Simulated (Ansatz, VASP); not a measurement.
**One calculation of Al, two programs**

Contents of INCAR:

```
SYSTEM = Al
PREC     = Accurate       ! precision mode
ENCUT    = 520            ! plane-wave cutoff, eV
EDIFF    = 1E-7           ! SCF threshold, eV
ISMEAR   = -1             ! smearing method
SIGMA    = 0.1            ! smearing width, eV
LREAL    = .False.        ! projectors in reciprocal space
LASPH    = .True.         ! aspherical terms in the spheres
NELM     = 60             ! most SCF steps
ALGO     = Normal         ! electronic algorithm
ISIF     = 2              ! what is computed and relaxed
LWAVE    = .False.        ! write WAVECAR
LCHARG   = .False.        ! write CHGCAR
GGA      = PS             ! functional
NBANDS   = 8              ! bands
```

Contents of KPOINTS:

```
regular mesh
0
Gamma
  15 15 15
  0 0 0
```

Contents of POSCAR:

```
Al
1.0
   -1.6070768880      1.6070768880      1.6070768880
    1.6070768880     -1.6070768880      1.6070768880
    1.6070768880      1.6070768880     -1.6070768880
Al
1
Direct
    0.0000000000      0.0000000000      0.0000000000
```

Input for Ansatz:

```yaml
crystal:
  lattice:
    - [-1.607076888, 1.607076888, 1.607076888]
    - [1.607076888, -1.607076888, 1.607076888]
    - [1.607076888, 1.607076888, -1.607076888]
  atoms:
    - { symbol: Al, position: [0.0, 0.0, 0.0] }
hamiltonian:
  xc: pbesol
  pseudopotentials:
    kind: paw
    azcp:
      Al: "pseudopotentials/Al.paw.azcp"
basis:
  ecutwfc: 420
  fft_grid_basis: typed
kpoints:
  mp_grid: { grid: [15, 15, 15], shift: [0, 0, 0] }
magnetization:
  spin_polarized: false
scf:
  occupations: { method: fermi_dirac, width: 0.1 }
  lower_state_search: "off"
output:
  stress: true
  write_density: true
  write_potential: true
  elf: true
  volumetric_format: npy
```

Alike in both runs: task single point; functional PBEsol; k mesh 15 × 15 × 15; occupations fermi-dirac, width 0.1 eV; no spin polarisation.

```csv
,VASP,Ansatz
version,VASP 6.6.1,Ansatz 0.2.0
potentials or method,"VASP PAW PBE potentials, release 64 (Al)","plane waves (420 eV) with PAW, scalar-relativistic"
plane-wave cutoff (eV),520,420
valence electrons in the cell,3,3
```

```csv
,VASP,Ansatz,Ansatz less VASP
pressure (GPa),-0.1,-0.1,-0.06
```

Ansatz warned: «pseudo_functional_mismatch».

Caveats: the PAW data sets were made with another functional, which shifts forces and pressure a little (VASP).
